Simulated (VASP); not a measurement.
## WSe2 (fluorite): one PBE single-point calculation in two programs

```
W Se
1.0
     0.00000    3.09248    3.09248
     3.09248    0.00000    3.09248
     3.09248    3.09248    0.00000
W Se
1 2
Direct
  0.00000 0.00000 0.00000
  0.25000 0.25000 0.25000
  0.75000 0.75000 0.75000
```

The two codes use different PAW datasets and cutoffs. VASP's cell holds 26 valence electrons and Ansatz's 46. Ansatz's stress includes a Pulay correction; VASP's doesn't. Ansatz solved a whole band path, VASP its corner points and band edges.

Cutoffs: 520 eV in VASP, 420 eV in Ansatz. k meshes: 8×8×8 and 8×8×8.

|  | VASP | Ansatz |
| --- | --- | --- |
| gap between bands v and c | -0.90 eV (bands overlap: a metal) | -0.91 eV (bands overlap: a metal) |
| least direct gap | 0.00 eV | 0.00 eV |
| pressure | 0.8 GPa | 0.6 GPa |

Band v is the last that the valence electrons fill when counted band by band, and c is the next. Levels in eV from the top of v, Ansatz:

| point | v−1 | v | c | c+1 |
| --- | --- | --- | --- | --- |
| Γ | -0.91 | -0.91 | -0.91 | 3.75 |
| X | -1.60 | -0.30 | 0.81 | 1.24 |
| W | -0.65 | 0.00 | 0.41 | 1.57 |
| K | -0.74 | -0.17 | -0.08 | 1.37 |
| L | -3.45 | -0.78 | -0.78 | 1.14 |

VASP:

| point | v−1 | v | c | c+1 |
| --- | --- | --- | --- | --- |
| Γ | -0.90 | -0.90 | -0.90 | 3.74 |
| X | -1.60 | -0.30 | 0.81 | 1.24 |
| W | -0.65 | 0.00 | 0.41 | 1.57 |
| K | -0.74 | -0.17 | -0.07 | 1.37 |
| L | -3.46 | -0.78 | -0.78 | 1.14 |
